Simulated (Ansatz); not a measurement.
# Ti: the cost of one run

Computed with Ansatz 0.2.0 (DFT r2SCAN, scalar-relativistic, plane waves, PAW, unless a step's input says otherwise).

This is Ti in the bcc structure; at room conditions it is hcp.

2 further runs of the same task are left out: 1 that didn't finish, 1 set aside as unsound or not needed.

### 1 Starting point

Symmetry: Im-3m, No. 229, cubic system. The conventional cell has a = 3.252 Å, b = 3.252 Å, c = 3.252 Å, α = 90.00°, β = 90.00°, γ = 90.00°. Ti (site symmetry m-3m) has 8 Ti at 2.82 Å as nearest neighbours.

As a file:

```cif
data_structure
_symmetry_space_group_name_H-M 'P 1'
_symmetry_Int_Tables_number 1
_cell_length_a 2.8161
_cell_length_b 2.8161
_cell_length_c 2.8161
_cell_angle_alpha 109.471
_cell_angle_beta 109.471
_cell_angle_gamma 109.471
_cell_volume 17.19
loop_
_atom_site_label
_atom_site_type_symbol
_atom_site_fract_x
_atom_site_fract_y
_atom_site_fract_z
_atom_site_occupancy
Ti1 Ti 0.00000 0.00000 0.00000 1
```

This cell was relaxed beforehand with the same method: volume 17.19 Å³/atom, gap on the mesh none (metal).

### 2 Static run: bands, density of states and charges

Input file input.yaml:

```yaml
crystal:
  lattice:
    - [-1.6258948694, 1.6258948694, 1.6258948694]
    - [1.6258948694, -1.6258948694, 1.6258948694]
    - [1.6258948694, 1.6258948694, -1.6258948694]
  atoms:
    - { symbol: Ti, position: [0.0, 0.0, 0.0] }
basis:
  ecutwfc: 500
kpoints:
  mp_grid: { grid: [18, 18, 18] }
  band_path:
    path:
      - [[0.0, 0.0, 0.0], [0.5, -0.5, 0.5], [0.0, 0.0, 0.5], [0.0, 0.0, 0.0], [0.25, 0.25, 0.25], [0.5, -0.5, 0.5]]
      - [[0.25, 0.25, 0.25], [0.0, 0.0, 0.5]]
    npoints: 14
hamiltonian:
  xc: r2scan
scf:
  occupations: { method: gaussian, width: 0.1 }
  n_extra_bands: 6
output:
  forces: true
  stress: true
  eigenvalues: true
  populations: true
  dos: { projected: true, de: 0.02, nscf_kmesh: { grid: [27, 27, 27] } }
  bader: true
```

The run is started by

```console
ansatz run input.yaml --threads 1 --pin off --max-ram 2560MiB --backend cpu --events-out ev --progress --plain --runs-dir out
```

What time and memory should one allow on 1 thread of Intel Xeon 6975P-C (Granite Rapids), shared host?

About 9 s, with a peak of 0.44 GiB.
